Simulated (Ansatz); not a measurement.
# PtSe$_{2}$: all-electron results

```
CELL_PARAMETERS angstrom
0.00000 3.14524 3.14524
3.14524 0.00000 3.14524
3.14524 3.14524 0.00000
ATOMIC_POSITIONS crystal
Pt 0.00000 0.00000 0.00000
Se 0.25000 0.25000 0.25000
Se 0.75000 0.75000 0.75000
```

Atom numbers follow the list: Pt1, Se2, Se3.

The cell was built from the fluorite type and relaxed in the same program, and has space group Fm-3m; it needn't be a known or the stable phase.

Spin–orbit coupling is left out, though it moves levels of the heavy atoms by tenths of an eV or more.

Levels of theory: DFT, PBE, all-electron LAPW, scalar-relativistic (Ansatz 0.2.0); DFT, PBE, PAW with Ansatz's default frozen-core files, scalar-relativistic (Ansatz 0.2.0).

For LAPW: a Γ-centred 10×10×10 k mesh, Fermi–Dirac smearing of 0.05 eV, basis error target 1 meV/atom, no spin polarisation. PAW takes a cutoff of 420 eV at this cell. The Ansatz runs share mesh, smearing and spin set-up. Values come from LAPW unless marked.

```yaml
Band_gap: "none: bands cross the Fermi level, a metal"
Density_of_states_at_the_Fermi_level_0.2_eV_bin: 3.38 states/eV per cell
Löwdin_charges_with_0.23_e_of_the_cell_spilling_out_of_the_atomic_basis_so_their_sizes_and_signs_hang_on_that_basis: Pt1 0.42, Se2 -0.10 e
Bader_charges_from_the_PAW_run: Pt1 -0.02, Se2 +0.01 e
Volume_per_atom: 140.0 bohr³
Pressure_at_this_cell: 0.00 GPa
```
